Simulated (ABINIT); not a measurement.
Here is an ABINIT 10.8.3 (patched build) calculation.

run.abi

```
# Pseudopotentials
pp_dirpath "./"
pseudos "Al.upf, N.upf"

# Structure
acell 5.882717426 5.882717426 9.4127258268
rprim
     1.0000000000     0.0000000000     0.0000000000
    -0.5000000000     0.8660254038     0.0000000000
     0.0000000000     0.0000000000     1.0000000000
ntypat 2
znucl 13 7
natom 4
typat 1 1 2 2
chkprim 0
chksymtnons 0
tolsym 1.0e-6
xred
            2/3            1/3            1/2
            1/3            2/3            0.0
            2/3            1/3   0.8800000000
            1/3            2/3   0.3800000000

# Plane-wave basis
ecut 36.0
ecutsm 0.5

# k points
kptopt 1
ngkpt 8 8 4
nshiftk 1
shiftk 0.0 0.0 0.0

# Exchange and correlation
ixc 11

# Bands and occupations
nband 12
occopt 3
tsmear 0.00183747

# SCF cycle
nstep 80
tolvrs 1.0e-12

# Output
iomode 3
prteig 0
prtebands 0
prtwf 0
prtden 0

# Relaxation
ionmov 22
optcell 2
ntime 50
tolmxf 2.0e-5
dilatmx 1.08
```

Potentials or basis: PseudoDojo NC SR PBE v0.4.1 standard.

Run with:

```sh
$ abinit run.abi > log 2>&1
```

(1) Estimate the band gap on the k mesh.

(2) What does it give for the space group after relaxing (to 0.05 Å)?

(3) Estimate the relaxed volume.

(4) Predict the relaxed cell.

Results:

(1) 4.06 eV, direct.

(2) P6_3mc (No. 186).

(3) 10.63 Å³/atom.

(4) a = 3.128 Å, b = 3.128 Å, c = 5.015 Å, α = 90.00°, β = 90.00°, γ = 120.00°.
